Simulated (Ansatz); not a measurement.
**Platinum, bcc under r²SCAN: structure, energy and stiffness**

Aim: take platinum in the bcc structure, relax it, solve it on a dense k-mesh, switch on spin-orbit coupling, then scale the cell to 7 volumes from 88 to 112 % of the relaxed one and try a fit of the equation of state. The k-meshes are 14×14×14 for the relaxation; 23×23×23 for the dense run; 14×14×14 for spin-orbit coupling; 16×16×16 for the volumes.

This is Pt in the bcc structure; at room conditions it is fcc.

Program: Ansatz 0.2.0. Level of theory: DFT r2SCAN, plane waves (500 eV) with PAW, scalar-relativistic; PBE-made PAW files. These are calculated values, not measurements.

## (1) The starting structure

Symmetry: Im-3m, No. 229, cubic system. The conventional cell has a = 3.114 Å, b = 3.114 Å, c = 3.114 Å, α = 90.00°, β = 90.00°, γ = 90.00°. Pt (site symmetry m-3m) has 8 Pt at 2.70 Å as nearest neighbours.

Coordinates:

```cif
data_structure
_symmetry_space_group_name_H-M 'P 1'
_symmetry_Int_Tables_number 1
_cell_length_a 2.6966
_cell_length_b 2.6966
_cell_length_c 2.6966
_cell_angle_alpha 109.471
_cell_angle_beta 109.471
_cell_angle_gamma 109.471
_cell_volume 15.09
loop_
_atom_site_label
_atom_site_type_symbol
_atom_site_fract_x
_atom_site_fract_y
_atom_site_fract_z
_atom_site_occupancy
Pt1 Pt 0.00000 0.00000 0.00000 1
```

## (2) Relaxing cell and atoms

The input, input.yaml:

```yaml
crystal:
  lattice:
    - [-1.5568832667, 1.5568832667, 1.5568832667]
    - [1.5568832667, -1.5568832667, 1.5568832667]
    - [1.5568832667, 1.5568832667, -1.5568832667]
  atoms:
    - { symbol: Pt, position: [0.0, 0.0, 0.0] }
hamiltonian:
  xc: r2scan
  pseudopotentials:
    kind: paw
    azcp:
      Pt: "pseudopotentials/Pt.paw.azcp"
basis:
  ecutwfc: 500
  fft_grid_basis: typed
kpoints:
  mp_grid: { grid: [14, 14, 14], shift: [0, 0, 0] }
magnetization:
  spin_polarized: false
scf:
  occupations: { method: fermi_dirac, width: 0.1 }
relax:
  max_steps: 60
  f_tol: 0.01
  cell: {}
```

Command:

```bash
ansatz run input.yaml --threads 1 --pin off --max-ram 3584MiB --backend cpu --events-out ev --progress --plain --runs-dir out
```

What it wrote:

```text
Engine: ansatz 0.2.0, x86_64-unknown-linux-gnu
Pseudopotentials: kind: paw
Pseudopotential: Pt, paw, valence charge 18, recommended cutoff 500 eV (meta_gga), <dir>
Functional definition: r2SCAN
  parameter k0 = 0.174
  parameter k1 = 0.065
  parameter a1 = 4.9479
  exchange = r2scan_x(k0 = k0, k1 = k1, a1 = a1)
  correlation = r2scan_c
Crystal: 1 atoms, lattice volume = 15.095 Å³
Basis set: ecut = 500 eV, 381 PW (Γ), exchange–correlation on 80×80×80 points (64 copies of the dense FFT grid, shifted against one another)
Bands: 13, of which v1, the nominal top of the filled ones, is band 9 counted from 1 (8 counted from 0)
Symmetry: 48 space group operations
Space group: Im-3m (ITA 229), of the structure as read, at distance tolerance 2.5e-5 Å
k-points: 104 of 2744
Non-local potential: Pt, projectors of the file, l = 0: 3, l = 1: 2, l = 2: 2, l = 3: 1
PAW form: soft (Blöchl's): semilocal exchange-correlation on the pseudo side does not see the compensation charge
PAW frozen core: Pt, regenerated for the run's functional (the file was generated under x = pbe(κ = 0.804, μ = 0.2195149727645171), c = pbe(β = 0.06672455060314922))
PAW one-centre angular grid: Pt, 590 points (default); XC on 160 Gauss nodes
Initial density: superposition of atomic densities (neutral atoms: chi_scale 0, normalization atom), corrected by the library's trained network
Initial wavefunctions: pseudopotential atomic-orbital guess
Functional: x = r2scan, c = r2scan; τ floored in thin density (d = 2e-4 eV/Å³)
SCF iter   1: F=—  HF=-12536.691329 eV  |F-HF|=—  |Δ(HF+E_count)|=         —  Δρ=1.50e-2  dr2=2.79e-2  dr2_τ=1.77e-2  ethr=1.77e-3  ⟨swp⟩=4.9  Hψ=7381  notcnv=0
preconditioner: auto → none  [metal: Δε(μ)=0.021 eV  Ē_g=14.932 eV  σ=0.100 eV  W_gap=0.05  n_scr=0 (ndim 8)  ℏωp=30.2 eV  f_vac=0.000  D(μ)=1.14/eV (n_scr^D=12)]
SCF iter   2: F=—  HF=-12536.695769 eV  |F-HF|=—  |Δ(HF+E_count)|=   4.44e-3  Δρ=5.03e-3  dr2=1.23e-3  dr2_τ=1.50e-3  ethr=1.55e-4  ⟨swp⟩=2.2  Hψ=3051  notcnv=0
SCF iter   3: F=—  HF=-12536.696279 eV  |F-HF|=—  |Δ(HF+E_count)|=   5.10e-4  Δρ=2.48e-3  dr2=2.91e-4  dr2_τ=2.23e-5  ethr=6.81e-6  ⟨swp⟩=2.6  Hψ=2175  notcnv=0
SCF iter   4: F=—  HF=-12536.696422 eV  |F-HF|=—  |Δ(HF+E_count)|=   1.43e-4  Δρ=5.03e-4  dr2=1.01e-5  dr2_τ=2.78e-6  ethr=1.62e-6  ⟨swp⟩=2.2  Hψ=1862  notcnv=0
SCF iter   5: F=—  HF=-12536.696433 eV  |F-HF|=—  |Δ(HF+E_count)|=   1.10e-5  Δρ=7.45e-5  dr2=2.85e-7  dr2_τ=8.13e-8  ethr=5.63e-8  ⟨swp⟩=2.7  Hψ=2409  notcnv=0
SCF iter   6: F=-12536.696434 eV  HF=-12536.696434 eV  |F-HF|=1.15e-9  |Δ(HF+E_count)|=   6.44e-7  Δρ=1.98e-5  dr2=1.53e-8  dr2_τ=2.15e-8  ethr=5.56e-10  ⟨swp⟩=4.7  Hψ=4657  notcnv=0
SCF 1 converged in 6 iterations: F = -12536.696434 eV  dr2 = 1.53e-8
relax step   1: F+E_penalty+E_count = -12536.69643410 eV  Δ(F+E_penalty+E_count) = +0.000e0 eV  max|allowed force component| = 0.000e0 eV/Å  Δτ_max = 0.0000 Å  P = +7.218 GPa  Ω = 15.095 Å³  (6 SCF iters, dr2 threshold 1.00e-7 eV, accepted)
Crystal: 1 atoms, lattice volume = 16.165 Å³
Initial density: handed on by an earlier stage of this run
Initial wavefunctions: those handed on with the density
iter 1 solved again at ethr=7.93e-5 eV; its pass at ethr=3.10e-3 eV (dr2=1.43e-2 eV) is discarded
SCF iter   1: F=—  HF=-12536.514215 eV  |F-HF|=—  |Δ(HF+E_count)|=         —  Δρ=9.48e-3  dr2=1.44e-2  dr2_τ=1.72e-1  ethr=7.93e-5  ⟨swp⟩=1.0  Hψ=9281  notcnv=0
preconditioner: auto → none  [metal: Δε(μ)=0.008 eV  Ē_g=14.036 eV  σ=0.100 eV  W_gap=0.02  n_scr=0 (ndim 8)  ℏωp=29.2 eV  f_vac=0.000  D(μ)=1.23/eV (n_scr^D=12)]
SCF iter   2: F=—  HF=-12536.686545 eV  |F-HF|=—  |Δ(HF+E_count)|=   1.72e-1  Δρ=8.40e-3  dr2=1.05e-2  dr2_τ=2.41e-3  ethr=7.93e-5  ⟨swp⟩=2.1  Hψ=2518  notcnv=0
SCF iter   3: F=—  HF=-12536.683452 eV  |F-HF|=—  |Δ(HF+E_count)|=   3.09e-3  Δρ=3.39e-3  dr2=1.41e-3  dr2_τ=1.85e-4  ethr=5.82e-5  ⟨swp⟩=1.6  Hψ=1996  notcnv=0
SCF iter   4: F=—  HF=-12536.683286 eV  |F-HF|=—  |Δ(HF+E_count)|=   1.66e-4  Δρ=1.80e-3  dr2=5.48e-4  dr2_τ=4.46e-5  ethr=7.82e-6  ⟨swp⟩=2.0  Hψ=2177  notcnv=0
SCF iter   5: F=—  HF=-12536.683156 eV  |F-HF|=—  |Δ(HF+E_count)|=   1.30e-4  Δρ=9.24e-4  dr2=1.44e-4  dr2_τ=4.89e-6  ethr=3.04e-6  ⟨swp⟩=1.1  Hψ=1412  notcnv=0
SCF iter   6: F=—  HF=-12536.683124 eV  |F-HF|=—  |Δ(HF+E_count)|=   3.26e-5  Δρ=4.44e-4  dr2=3.33e-5  dr2_τ=1.65e-6  ethr=7.98e-7  ⟨swp⟩=1.4  Hψ=1551  notcnv=0
SCF iter   7: F=—  HF=-12536.683123 eV  |F-HF|=—  |Δ(HF+E_count)|=   8.60e-7  Δρ=2.39e-4  dr2=9.55e-6  dr2_τ=5.99e-7  ethr=1.85e-7  ⟨swp⟩=1.0  Hψ=1362  notcnv=0
SCF iter   8: F=—  HF=-12536.683120 eV  |F-HF|=—  |Δ(HF+E_count)|=   2.40e-6  Δρ=9.62e-5  dr2=1.55e-6  dr2_τ=1.03e-7  ethr=5.30e-8  ⟨swp⟩=2.0  Hψ=1832  notcnv=0
SCF iter   9: F=-12536.683120 eV  HF=-12536.683120 eV  |F-HF|=6.02e-8  |Δ(HF+E_count)|=   4.46e-7  Δρ=2.25e-5  dr2=8.26e-8  dr2_τ=5.73e-9  ethr=5.56e-10  ⟨swp⟩=3.0  Hψ=5157  notcnv=0
SCF 2 converged in 9 iterations: F = -12536.683120 eV  dr2 = 8.26e-8
relax step   2: F+E_penalty+E_count = -12536.68311982 eV  Δ(F+E_penalty+E_count) = +1.331e-2 eV  max|allowed force component| = 0.000e0 eV/Å  Δτ_max = 0.0000 Å  P = -9.793 GPa  Ω = 16.165 Å³  energy of the carried Pulay correction = -4.980e-4 eV  (9 SCF iters, dr2 threshold 1.00e-7 eV, rejected (line search))
Crystal: 1 atoms, lattice volume = 15.531 Å³
iter 1 solved again at ethr=1.94e-5 eV; its pass at ethr=3.10e-3 eV (dr2=3.49e-3 eV) is discarded
SCF iter   1: F=—  HF=-12536.650979 eV  |F-HF|=—  |Δ(HF+E_count)|=         —  Δρ=4.43e-3  dr2=2.88e-3  dr2_τ=5.67e-2  ethr=1.94e-5  ⟨swp⟩=1.0  Hψ=9323  notcnv=0
preconditioner: auto → none  [metal: Δε(μ)=0.028 eV  Ē_g=14.590 eV  σ=0.100 eV  W_gap=0.07  n_scr=0 (ndim 8)  ℏωp=29.8 eV  f_vac=0.000  D(μ)=1.16/eV (n_scr^D=12)]
SCF iter   2: F=—  HF=-12536.705277 eV  |F-HF|=—  |Δ(HF+E_count)|=   5.43e-2  Δρ=3.21e-3  dr2=1.37e-3  dr2_τ=3.51e-4  ethr=1.60e-5  ⟨swp⟩=2.1  Hψ=2331  notcnv=0
SCF iter   3: F=—  HF=-12536.704863 eV  |F-HF|=—  |Δ(HF+E_count)|=   4.14e-4  Δρ=1.25e-3  dr2=1.45e-4  dr2_τ=2.27e-5  ethr=7.63e-6  ⟨swp⟩=2.3  Hψ=1943  notcnv=0
SCF iter   4: F=—  HF=-12536.704859 eV  |F-HF|=—  |Δ(HF+E_count)|=   3.90e-6  Δρ=5.04e-4  dr2=4.06e-5  dr2_τ=2.67e-6  ethr=8.07e-7  ⟨swp⟩=2.1  Hψ=2146  notcnv=0
SCF iter   5: F=—  HF=-12536.704849 eV  |F-HF|=—  |Δ(HF+E_count)|=   9.88e-6  Δρ=2.12e-4  dr2=7.36e-6  dr2_τ=2.42e-7  ethr=2.25e-7  ⟨swp⟩=2.0  Hψ=1844  notcnv=0
SCF iter   6: F=—  HF=-12536.704858 eV  |F-HF|=—  |Δ(HF+E_count)|=   8.59e-6  Δρ=9.54e-5  dr2=1.50e-6  dr2_τ=7.00e-8  ethr=4.09e-8  ⟨swp⟩=1.9  Hψ=1801  notcnv=0
SCF iter   7: F=—  HF=-12536.704854 eV  |F-HF|=—  |Δ(HF+E_count)|=   3.88e-6  Δρ=4.54e-5  dr2=3.40e-7  dr2_τ=1.85e-8  ethr=8.36e-9  ⟨swp⟩=1.6  Hψ=1632  notcnv=0
SCF iter   8: F=—  HF=-12536.704854 eV  |F-HF|=—  |Δ(HF+E_count)|=   8.09e-8  Δρ=1.25e-5  dr2=2.60e-8  dr2_τ=1.44e-9  ethr=1.89e-9  ⟨swp⟩=2.2  Hψ=1763  notcnv=0
SCF iter   9: F=—  HF=-12536.704854 eV  |F-HF|=—  |Δ(HF+E_count)|=   6.49e-9  Δρ=1.87e-6  dr2=5.71e-10  dr2_τ=3.12e-11  ethr=1.45e-10  ⟨swp⟩=2.1  Hψ=1796  notcnv=0
SCF iter  10: F=-12536.704854 eV  HF=-12536.704854 eV  |F-HF|=5.46e-12  |Δ(HF+E_count)|=  1.26e-10  Δρ=5.61e-8  dr2=8.65e-14  dr2_τ=4.96e-13  ethr=1.00e-12  ⟨swp⟩=4.1  Hψ=6326  notcnv=0
SCF 3 converged in 10 iterations: F = -12536.704854 eV  dr2 = 8.65e-14
relax step   3: F+E_penalty+E_count = -12536.70485356 eV  Δ(F+E_penalty+E_count) = -8.419e-3 eV  max|allowed force component| = 0.000e0 eV/Å  Δτ_max = 0.0000 Å  P = -0.643 GPa  Ω = 15.531 Å³  energy of the carried Pulay correction = -2.072e-4 eV  (10 SCF iters, accepted)
Crystal: 1 atoms, lattice volume = 15.493 Å³
iter 1 solved again at ethr=6.25e-8 eV; its pass at ethr=3.10e-3 eV (dr2=1.12e-5 eV) is discarded
SCF iter   1: F=—  HF=-12536.704729 eV  |F-HF|=—  |Δ(HF+E_count)|=         —  Δρ=2.98e-4  dr2=1.31e-5  dr2_τ=2.22e-4  ethr=6.25e-8  ⟨swp⟩=2.0  Hψ=8709  notcnv=0
preconditioner: auto → none  [metal: Δε(μ)=0.031 eV  Ē_g=14.583 eV  σ=0.100 eV  W_gap=0.08  n_scr=0 (ndim 8)  ℏωp=29.8 eV  f_vac=0.000  D(μ)=1.16/eV (n_scr^D=12)]
SCF iter   2: F=—  HF=-12536.704952 eV  |F-HF|=—  |Δ(HF+E_count)|=   2.23e-4  Δρ=2.38e-4  dr2=7.75e-6  dr2_τ=1.87e-6  ethr=6.25e-8  ⟨swp⟩=2.2  Hψ=2155  notcnv=0
SCF iter   3: F=—  HF=-12536.704950 eV  |F-HF|=—  |Δ(HF+E_count)|=   2.33e-6  Δρ=9.53e-5  dr2=9.65e-7  dr2_τ=1.35e-7  ethr=4.31e-8  ⟨swp⟩=2.2  Hψ=1911  notcnv=0
SCF iter   4: F=—  HF=-12536.704950 eV  |F-HF|=—  |Δ(HF+E_count)|=   9.66e-8  Δρ=4.10e-5  dr2=2.68e-7  dr2_τ=1.92e-8  ethr=5.36e-9  ⟨swp⟩=2.2  Hψ=2164  notcnv=0
SCF iter   5: F=-12536.704949 eV  HF=-12536.704950 eV  |F-HF|=3.95e-8  |Δ(HF+E_count)|=   6.04e-8  Δρ=1.92e-5  dr2=5.97e-8  dr2_τ=2.08e-9  ethr=5.56e-10  ⟨swp⟩=3.9  Hψ=4004  notcnv=0
SCF 4 converged in 5 iterations: F = -12536.704949 eV  dr2 = 5.97e-8
relax step   4: F+E_penalty+E_count = -12536.70494950 eV  Δ(F+E_penalty+E_count) = -9.594e-5 eV  max|allowed force component| = 0.000e0 eV/Å  Δτ_max = 0.0000 Å  P = -0.006 GPa  Ω = 15.493 Å³  energy of the carried Pulay correction = -1.892e-4 eV  (5 SCF iters, dr2 threshold 1.00e-7 eV, accepted)
Initial wavefunctions: pseudopotential atomic-orbital guess (no wavefunctions were taken with the density)
iter 1 solved again at ethr=2.13e-9 eV; its pass at ethr=3.10e-3 eV (dr2=3.83e-7 eV) is discarded
SCF iter   1: F=—  HF=-12536.705111 eV  |F-HF|=—  |Δ(HF+E_count)|=         —  Δρ=2.29e-4  dr2=2.77e-7  dr2_τ=1.33e-6  ethr=2.13e-9  ⟨swp⟩=3.6  Hψ=11612  notcnv=0
preconditioner: auto → none  [metal: Δε(μ)=0.031 eV  Ē_g=14.581 eV  σ=0.100 eV  W_gap=0.08  n_scr=0 (ndim 8)  ℏωp=29.8 eV  f_vac=0.000  D(μ)=1.16/eV (n_scr^D=12)]
SCF iter   2: F=—  HF=-12536.705140 eV  |F-HF|=—  |Δ(HF+E_count)|=   2.84e-5  Δρ=1.14e-4  dr2=5.38e-8  dr2_τ=6.69e-7  ethr=1.54e-9  ⟨swp⟩=2.0  Hψ=1885  notcnv=0
SCF iter   3: F=—  HF=-12536.705151 eV  |F-HF|=—  |Δ(HF+E_count)|=   1.15e-5  Δρ=1.84e-5  dr2=8.20e-9  dr2_τ=1.72e-8  ethr=2.99e-10  ⟨swp⟩=2.0  Hψ=1883  notcnv=0
SCF iter   4: F=—  HF=-12536.705152 eV  |F-HF|=—  |Δ(HF+E_count)|=   2.73e-7  Δρ=3.16e-6  dr2=4.29e-10  dr2_τ=2.20e-10  ethr=4.55e-11  ⟨swp⟩=2.1  Hψ=1925  notcnv=0
SCF iter   5: F=—  HF=-12536.705152 eV  |F-HF|=—  |Δ(HF+E_count)|=   4.81e-9  Δρ=4.79e-7  dr2=2.34e-11  dr2_τ=1.98e-12  ethr=2.38e-12  ⟨swp⟩=2.0  Hψ=1914  notcnv=0
SCF iter   6: F=-12536.705152 eV  HF=-12536.705152 eV  |F-HF|=0.00e0  |Δ(HF+E_count)|=  6.73e-11  Δρ=7.38e-8  dr2=2.26e-13  dr2_τ=4.57e-14  ethr=1.00e-12  ⟨swp⟩=5.0  Hψ=5157  notcnv=0
SCF 5 converged in 6 iterations: F = -12536.705152 eV  dr2 = 2.26e-13
relax step   5: F+E_penalty+E_count = -12536.70515154 eV  Δ(F+E_penalty+E_count) = -2.020e-4 eV  max|allowed force component| = 0.000e0 eV/Å  Δτ_max = 0.0000 Å  P = +0.003 GPa  Ω = 15.493 Å³  stress off target by 3.41e-3 GPa  SCF on the basis re-selected at this cell (its energy is not comparable with the rows above)  (6 SCF iters)
basis re-selected at this cell: Δ(F+E_penalty+E_count) = -2.020e-4 eV, ΔP = +0.010 GPa vs the last step (what re-selecting the basis moved, of the pressure what is left beyond the Pulay correction that the steps carried, after the strain that the cell walked since its last selection, with what the two solves' SCF thresholds leave and, on support functions, any second-order correction that the steps lacked; it is no measure of the basis error at this ecutwfc). This SCF's stress stands 3.41e-3 GPa from its target on what of the cell is left free (relax.cell.stress_tol is 5.00e-2 GPa) and its largest allowed force component is 0.00e0 eV/Å (relax.f_tol is 1.00e-2 eV/Å): within both
SCF converged after 6 iterations
Free energy (F): -12536.705152 eV
Harris-Foulkes:  -12536.705152 eV  (|F-HF|=0.00e0)
Internal energy: -12536.668386 eV  (E = F + TS)
E sigma→0 (E₀):  -12536.686769 eV
Entropy (-TS):   -0.036766 eV (-36.766 meV/atom)
Fermi energy:    22.075501 eV
--- Per-component energies (eV) ---
  E_band       = -158.623498
  E_kinetic    = 638.210221
  E_local      = -1502.608283  (includes V_loc(G=0)·N_el)
  E_nonlocal   = 202.377259
  E_hartree    = 558.634660
  E_xc         = -250.099293
  E_vxc        = -337.435799  (∫ρ·V_xc dr)
  E_paw        = -9480.076274  (= ΣΔE_a)
  E_vpaw       = -297.971123  (= ΣTr[D̂ρ^β])
  E_aug_tail   = 0.000161  (compensation charges beyond the density's cutoff)
  E_vtau       = 21.534741  (kinetic-family band-sum trace: ∫τ·v_τ [+ j·A + Jᵃ·Aᵃ] dr)
  E_ewald      = -2702.875343
  E_core_change = -0.231494  (= ΣΔE_core)
  E_smearing   = -0.036766  (= −TS)
  E_closure    = -0.000000  (closes the sum)
  Σ components = -12536.705152   (vs F -12536.705152, Δ=0.00e0)
--- Forces (eV/Å), atoms counted from 1 ---
  atom   1  Pt    -0.00000000     0.00000000    -0.00000000
  max |Σ_I F_I| component: 4.52e-32 eV/Å
--- Stress (GPa, compression-positive) ---
        0.003415       0.000000      -0.000000
        0.000000       0.003415       0.000000
       -0.000000      -0.000000       0.003415
  P = ⅓ Tr σ = 0.0034 GPa (0.034 kbar)
--- Relaxed structure (4 steps of the walk, 3 accepted, 1 SCFs on fresh bases) ---
  F+E_penalty+E_count = -12536.70515154 eV   max|allowed force component| = 0.000e0 eV/Å   (the final SCF, on the basis selected at the relaxed cell)
  cell:  # Å, volume = 15.4925 Å³
    - [-1.5704377197289412, 1.5704377197289412, 1.5704377197289412]
    - [1.5704377197289412, -1.5704377197289412, 1.5704377197289412]
    - [1.5704377197289412, 1.5704377197289412, -1.5704377197289412]
  atoms:
    - { symbol: Pt, position: [0.0, 0.0, 0.0] }
```

It took 23 s on 1 thread of Intel Xeon Platinum 8259CL at 2.50GHz (Skylake/Cascade Lake), shared host; peak memory 0.53 GiB.

The walk, from the log:

```tsv
step	energy change (meV/atom)	largest force (eV/Å)	pressure (GPa)	volume (Å³/atom)	accepted
1	0.00	0.0000	7.22	15.095	yes
2	13.31	0.0000	-9.79	16.165	no
3	-8.42	0.0000	-0.64	15.531	yes
4	-8.52	0.0000	-0.01	15.493	yes
5	-8.72	0.0000	0.00	15.493	yes
```

Steps that repeat a cell are solved on a basis chosen anew, so their changes of energy are no gain of the relaxation.

The cell of the run, before and after:

|  | before | after | change |
| --- | --- | --- | --- |
| a (Å) | 2.697 | 2.720 | +0.9 % |
| b (Å) | 2.697 | 2.720 | +0.9 % |
| c (Å) | 2.697 | 2.720 | +0.9 % |
| volume (Å³/atom) | 15.095 | 15.493 | +2.6 % |
| shortest distance (Å) | 2.697 | 2.720 | +0.9 % |
| space group (spins left aside) | Im-3m | Im-3m | same |

## (3) Single point on a dense mesh

The input, input.yaml:

```yaml
crystal:
  lattice:
    - [-1.5704377197, 1.5704377197, 1.5704377197]
    - [1.5704377197, -1.5704377197, 1.5704377197]
    - [1.5704377197, 1.5704377197, -1.5704377197]
  atoms:
    - { symbol: Pt, position: [0.0, 0.0, 0.0] }
hamiltonian:
  xc: r2scan
  pseudopotentials:
    kind: paw
    azcp:
      Pt: "pseudopotentials/Pt.paw.azcp"
basis:
  ecutwfc: 500
  fft_grid_basis: typed
kpoints:
  mp_grid: { grid: [23, 23, 23], shift: [0, 0, 0] }
magnetization:
  spin_polarized: false
scf:
  occupations: { method: fermi_dirac, width: 0.1 }
```

Command:

```bash
ansatz run input.yaml --threads 1 --pin off --max-ram 3584MiB --backend cpu --events-out ev --progress --plain --runs-dir out
```

What it wrote (excerpt; [...] marks lines left out):

```text
[...]
[... 3 set-up lines as earlier in the session ...]
[...]
Crystal: 1 atoms, lattice volume = 15.493 Å³
Basis set: ecut = 500 eV, 381 PW (Γ), exchange–correlation on 80×80×80 points (64 copies of the dense FFT grid, shifted against one another)
Bands: 13, of which v1, the nominal top of the filled ones, is band 9 counted from 1 (8 counted from 0)
[... 2 set-up lines as earlier in the session ...]
k-points: 364 of 12167
[...]
SCF iter   1: F=—  HF=-12536.707484 eV  |F-HF|=—  |Δ(HF+E_count)|=         —  Δρ=1.52e-2  dr2=3.03e-2  dr2_τ=1.70e-2  ethr=1.77e-3  ⟨swp⟩=5.0  Hψ=25641  notcnv=0
[...]
SCF iter   6: F=-12536.712112 eV  HF=-12536.712112 eV  |F-HF|=3.41e-9  |Δ(HF+E_count)|=   4.85e-7  Δρ=1.70e-5  dr2=1.19e-8  dr2_τ=2.14e-8  ethr=5.56e-10  ⟨swp⟩=3.0  Hψ=10515  notcnv=0
[...]
SCF converged after 6 iterations
Free energy (F): -12536.712112 eV
[...]
E sigma→0 (E₀):  -12536.698420 eV
Entropy (-TS):   -0.027385 eV (-27.385 meV/atom)
Fermi energy:    22.122683 eV
[...]
```

Wall time 13 s (1 thread of Intel Xeon Platinum 8259CL at 2.50GHz (Skylake/Cascade Lake), shared host); peak memory 0.54 GiB.

## (4) Spin-orbit coupling switched on

input.yaml, as its differences from that of step 3:

```diff
@@ -10,3 +10,3 @@
   pseudopotentials:
-    kind: paw
+    kind: paw_fr
     azcp:
@@ -17,5 +17,6 @@
 kpoints:
-  mp_grid: { grid: [23, 23, 23], shift: [0, 0, 0] }
+  mp_grid: { grid: [14, 14, 14], shift: [0, 0, 0] }
 magnetization:
-  spin_polarized: false
+  noncollinear: true
+  spin_orbit: true
 scf:
```

Command:

```bash
ansatz run input.yaml --threads 1 --pin off --max-ram 3584MiB --backend cpu --events-out ev --progress --plain --runs-dir out
```

What it wrote (excerpt; [...] marks lines left out):

```text
[...]
Pseudopotentials: kind: paw_fr
Pseudopotential: Pt, paw_fr, valence charge 18, recommended cutoff 500 eV (meta_gga), <dir>
[... 1 set-up line as earlier in the session ...]
[...]
non-collinear run that drives no moment, with spin-orbit: no starting moment large enough to seed its density (crystal.atoms[].spin), no starting occupations that ask for one, no magnetisation constraint and no magnetic field, so the semilocal B_xc is pinned to zero
Crystal: 1 atoms, lattice volume = 15.493 Å³
Basis set: ecut = 500 eV, 381 PW (Γ), exchange–correlation on 80×80×80 points (64 copies of the dense FFT grid, shifted against one another)
Bands: 26, of which v1, the nominal top of the filled ones, is band 18 counted from 1 (17 counted from 0)
Symmetry: 48 space group operations + 48 with time reversal
Magnetic group: BNS 229.141 (UNI 1643), of the structure as read, at distance tolerance 2.5e-5 Å
k-points: 104 of 2744
Projection manifold: j_resolved (fully-relativistic pseudo-atomic orbitals)
[...]
SCF iter   1: F=—  HF=-12511.952112 eV  |F-HF|=—  |Δ(HF+E_count)|=         —  Δρ=7.10e-2  dr2=6.27e-1  dr2_τ=7.37e-3  dr2_m=0.00e0 (ungated)  ethr=3.10e-3  |M|=0.00e0 ∫|m|=0.00e0 μB  |m|>n=0.0e0 m-floor=0.0e0 τ_xc=0.0e0  β_m=0.30  ⟨swp⟩=6.0  Hψ=6263  notcnv=0  defer=70
[...]
SCF iter   7: F=-12511.824489 eV  HF=-12511.824489 eV  |F-HF|=1.78e-10  |Δ(HF+E_count)|=   1.14e-6  Δρ=6.69e-6  dr2=5.71e-9  dr2_τ=1.77e-10  dr2_m=0.00e0 (ungated)  ethr=5.56e-10  |M|=0.00e0 ∫|m|=0.00e0 μB  |m|>n=0.0e0 m-floor=0.0e0 τ_xc=0.0e0  ⟨swp⟩=2.0  Hψ=3943  notcnv=0
[...]
SCF converged after 7 iterations
Magnetization: |M| = 0.0000 μB,  M = (+0.0000, +0.0000, +0.0000) μB
Absolute magnetization: 0.0000 μB (∫|m|)
  site 0: m = (+0.0000, +0.0000, +0.0000) μB, |m| = 0.0000 μB  (R = 1.12 Å)
Free energy (F): -12511.824489 eV
[...]
E sigma→0 (E₀):  -12511.806447 eV
Entropy (-TS):   -0.036083 eV (-36.083 meV/atom)
Fermi energy:    22.205662 eV
[...]
```

It took 13 s on 1 thread of Intel Xeon Platinum 8259CL at 2.50GHz (Skylake/Cascade Lake), shared host; peak memory 0.52 GiB.

With and without spin-orbit coupling:

```tsv
	scalar-relativistic	with spin-orbit coupling
k-mesh	23×23×23	14×14×14
gap on the mesh	none (levels filled in part)	none (levels filled in part)
```

The meshes differ, so small differences between the columns need not come from spin-orbit coupling.

[end of part 1 of 2]
